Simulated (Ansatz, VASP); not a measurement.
**Two plane-wave programs on SnSe**

Contents of INCAR:

```
SYSTEM = SnSe
PREC = Accurate
ENCUT = 520
EDIFF = 1E-6
ISMEAR = 0
SIGMA = 0.012
LREAL = .FALSE.
LASPH = .TRUE.
NELM = 100
ALGO = Normal
ISIF = 2
LWAVE = .FALSE.
LCHARG = .FALSE.
GGA = PE
```

The input KPOINTS:

```
regular mesh
0
G
  3 6 6
  0 0 0
```

The input POSCAR:

```
SnSe
1.0
   11.4200000000      0.0000000000      0.0000000000
    0.0000000000      4.1900000000      0.0000000000
    0.0000000000      0.0000000000      4.4600000000
Sn Se
4 4
Direct
    0.8770000000      0.7500000000      0.9090000000
    0.6230000000      0.2500000000      0.4090000000
    0.3770000000      0.7500000000      0.5910000000
    0.1230000000      0.2500000000      0.0910000000
    0.6430000000      0.7500000000      0.9840000000
    0.8570000000      0.2500000000      0.4840000000
    0.1430000000      0.7500000000      0.5160000000
    0.3570000000      0.2500000000      0.0160000000
```

The input input.yaml:

```yaml
crystal:
  lattice:
    - [11.42, 0.0, 0.0]
    - [0.0, 4.19, 0.0]
    - [0.0, 0.0, 4.46]
  atoms:
    - { symbol: Sn, position: [0.877, 0.75, 0.909] }
    - { symbol: Sn, position: [0.623, 0.25, 0.409] }
    - { symbol: Sn, position: [0.377, 0.75, 0.591] }
    - { symbol: Sn, position: [0.123, 0.25, 0.091] }
    - { symbol: Se, position: [0.643, 0.75, 0.984] }
    - { symbol: Se, position: [0.857, 0.25, 0.484] }
    - { symbol: Se, position: [0.143, 0.75, 0.516] }
    - { symbol: Se, position: [0.357, 0.25, 0.016] }
hamiltonian:
  xc: pbe
  pseudopotentials: { kind: paw }
kpoints:
  mp_grid: { grid: [3, 6, 6] }
scf:
  occupations: { method: gaussian, width: 0.012 }
output:
  forces: true
  stress: true
  eigenvalues: true
```

Alike in both runs: task single point; functional PBE; k mesh 3 × 6 × 6; occupations gaussian, width 0.012 eV; no spin polarisation.

|  | VASP | Ansatz |
| --- | --- | --- |
| version | VASP 6.6.1 | Ansatz 0.2.0 |
| potentials or method | VASP PAW PBE potentials, release 64 (Sn_d, Se) | Ansatz PAW |
| plane-wave cutoff (eV) | 520 | 420 |
| valence electrons in the cell | 80 | 120 |

VASP gave:

```
gap on the k mesh at the Fermi level (eV)       : 0.54
least direct gap on the mesh (eV)               : 0.70
pressure (GPa)                                  : 2.4
largest component of the traceless stress (GPa) : 1.85
rms of the force components (eV/Å)              : 0.173
```

Question: Estimate Ansatz's values.

Answer: gap on the k mesh at the Fermi level (eV): 0.54; least direct gap on the mesh (eV): 0.71; pressure (GPa): 2.4; largest component of the traceless stress (GPa): 1.82; rms of the force components (eV/Å): 0.165.

Atom by atom the forces differ by 0.009 eV/Å (rms over components). With one functional, cell and mesh, what is left measures potentials, basis and numerics. The two sets of potentials don't hold the same shells in valence.

Caveats: spin-orbit coupling is left out, which moves the levels of the heavy elements; an odd mesh through Γ misses points on the zone boundary, where band edges often lie (VASP); odd divisions of the mesh miss points on the zone boundary, where band edges often lie, so the gap on the mesh can be too wide (Ansatz).
